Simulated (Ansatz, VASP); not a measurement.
**One calculation of Ni3Ge, two programs**

INCAR

```
SYSTEM = Ni3Ge
PREC     = Accurate       ! precision mode
ENCUT    = 520            ! plane-wave cutoff, eV
EDIFF    = 1E-6           ! SCF threshold, eV
ISMEAR   = 1              ! smearing method
SIGMA    = 0.3            ! smearing width, eV
LREAL    = .False.        ! projectors in reciprocal space
LASPH    = .True.         ! aspherical terms in the spheres
NELM     = 60             ! most SCF steps
ALGO     = Fast           ! electronic algorithm
ISIF     = 2              ! what is computed and relaxed
LWAVE    = .False.        ! write WAVECAR
LCHARG   = .True.         ! write CHGCAR
GGA      = PS             ! functional
LELF     = .True.         ! ELF
LVHAR    = .True.       
NBANDS   = 30             ! bands
```

The input KPOINTS:

```
Automatic mesh
0
Gamma
  12 12 12
  0 0 0
```

Contents of POSCAR:

```
Ni3Ge
1.0
    3.5303341067      0.0000000000      0.0000000000
    0.0000000000      3.5303341067      0.0000000000
    0.0000000000      0.0000000000      3.5303341067
Ni Ge
3 1
Direct
    0.5000000000      0.0000000000      0.5000000000
    0.0000000000      0.5000000000      0.5000000000
    0.5000000000      0.5000000000      0.0000000000
    0.0000000000      0.0000000000      0.0000000000
```

Input for Ansatz:

```yaml
crystal:
  lattice:
    - [3.5303341067, 0.0, 0.0]
    - [0.0, 3.5303341067, 0.0]
    - [0.0, 0.0, 3.5303341067]
  atoms:
    - { symbol: Ni, position: [0.5, 0.0, 0.5] }
    - { symbol: Ni, position: [0.0, 0.5, 0.5] }
    - { symbol: Ni, position: [0.5, 0.5, 0.0] }
    - { symbol: Ge, position: [0.0, 0.0, 0.0] }
basis:
  ecutwfc: 420
kpoints:
  mp_grid: { grid: [12, 12, 12] }
hamiltonian:
  xc: pbesol
scf:
  occupations: { method: cold, width: 0.3 }
output:
  forces: true
  stress: true
  eigenvalues: true
```

Alike in both runs: task single point; functional PBEsol; k mesh 12 × 12 × 12; no spin polarisation.

|  | VASP | Ansatz |
| --- | --- | --- |
| version | VASP 6.6.1 | Ansatz 0.2.0 |
| potentials or method | VASP PAW PBE potentials, release 64 (Ni, Ge_d) | scalar-relativistic, plane waves, PAW |
| plane-wave cutoff (eV) | 520 | 420 |
| occupations | methfessel-paxton of order 1, width 0.3 eV | cold, width 0.3 eV |
| valence electrons in the cell | 44 | 68 |

|  | VASP | Ansatz | Ansatz less VASP |
| --- | --- | --- | --- |
| gap on the k mesh at the Fermi level (eV) | none | none | - |
| pressure (GPa) | -0.8 | -1.2 | -0.43 |

A gap of «none» marks a metal or a gap that the smearing closes. The two sets of potentials don't hold the same shells in valence.

Caveats: the PAW data sets were made with another functional, which shifts forces and pressure a little (VASP). Spin polarisation is off, so any magnetic state and its effect on volume and gap are missing.
